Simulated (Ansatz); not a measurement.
Level of theory: DFT PBE, scalar-relativistic, plane waves, PAW (Ansatz 0.2.0). All cells share a 420 eV cutoff and Γ-centred k meshes spaced about 0.3 Å⁻¹ or finer (0.25 for metals, 2π included). No spin polarisation.

All energies are static (0 K, no zero-point motion).

Two forms of Al₂Cu were relaxed alike.

A.

```
Al Cu
1.0
    -1.39185    1.39185    5.68252
     1.39185   -1.39185    5.68252
     1.39185    1.39185   -5.68252
Al Cu
2 1
Direct
  0.65450 0.65450 0.00000
  0.34550 0.34550 0.00000
  0.00000 0.00000 0.00000
```

B.

```
Al Cu
1.0
     2.86613    0.00000    0.00000
    -1.43306    2.48214    0.00000
     0.00000    0.00000    6.22517
Al Cu
2 1
Direct
  0.33333 0.66667 0.81704
  0.66667 0.33333 0.18296
  0.00000 0.00000 0.50000
```

Task: Which arrangement of the elements on these sites is preferred, and by what margin?

Result: They are level within the accuracy (under 1 meV/atom apart). The two share one framework of sites and differ in which element sits where. A has Al and Cu ordered on fcc sites, space group I4/mmm (No. 139), 14.7 Å³/atom and no gap on its mesh; B has Al and Cu ordered on fcc sites, space group P-3m1 (No. 164), 14.8 Å³/atom and no gap. Counting all near atoms (those within 1.25 times the shortest distance at each site; a plus sign parts nearer from farther groups), A has Al 12, Cu 12 and B has Al 12, Cu 6+6. In A, around Al lie 4 Cu at 2.64 Å and 8 Al at 2.78–2.93 Å; Cu has 8 Al at 2.64 Å and 4 Cu at 2.78 Å. In B, Al has 3 Cu at 2.58 Å and 9 Al at 2.82–2.87 Å; Cu has 6 Al at 2.58 Å and 6 Cu at 2.87 Å. Both come from trial cells of a structure search, whose lowest cell (fluorite type, Fm-3m, 16.1 Å³/atom) lies 94 meV/atom below the lower of the two. The part of the Crystallography Open Database at hand lists Al2Cu in space group No. 140, which no cell shown has.

For metals, differences of a few meV/atom aren't resolved. Cells relaxed within their symmetry can be saddle points.
